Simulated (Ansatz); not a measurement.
The system is Sb.

```xyz
1
Lattice="3.1600 0.0000 0.0000 0.0000 3.1600 0.0000 0.0000 0.0000 3.1600" Properties=species:S:1:pos:R:3 pbc="T T T"
Sb    0.0000    0.0000    0.0000
```

This isn't the form of Sb at room conditions, which is rhombohedral.

| Item | Value |
| --- | --- |
| Program | Ansatz 0.2.0 |
| Task | relaxation of cell and atoms |
| Functional | HF |
| Potentials or basis | Ansatz PAW |
| Cutoff | 420 eV (not typed: the program's choice for these potentials) |
| k mesh | 4 × 4 × 4 |
| Occupations | fermi-dirac, width 0.05 eV |
| Spin | no spin polarisation |

At the start: volume 31.55 Å³/atom.

Where does the relaxation end?

It ends after 5 steps and the volume is 29.44 Å³/atom (-6.7 %); space group Pm-3m (No. 221, to 0.05 Å).

Step by step:
```
step  energy change (eV)  largest force (eV/Å)  volume (Å³)
   1              0.0000                0.0000        31.55
   2             -0.0203                0.0000        28.31
   3             -0.0292                0.0000        29.58
   4             -0.0294                0.0000        29.44
   5             -0.0289                0.0000        29.44
```

Final structure:
```
Sb
1.0
     3.08777    0.00000    0.00000
     0.00000    3.08777    0.00000
     0.00000    0.00000    3.08777
Sb
1
Direct
  0.00000 0.00000 0.00000
```

Caveat: the k mesh is coarse (spacing up to 0.50 Å⁻¹), so the values aren't converged, least of all with exact exchange; the plane-wave basis is chosen anew once the cell has moved, so the energies of steps on either side of that aren't comparable; the PAW data sets come from PBE, with cores solved anew for the run's functional, which leaves a small shift of forces and pressure.
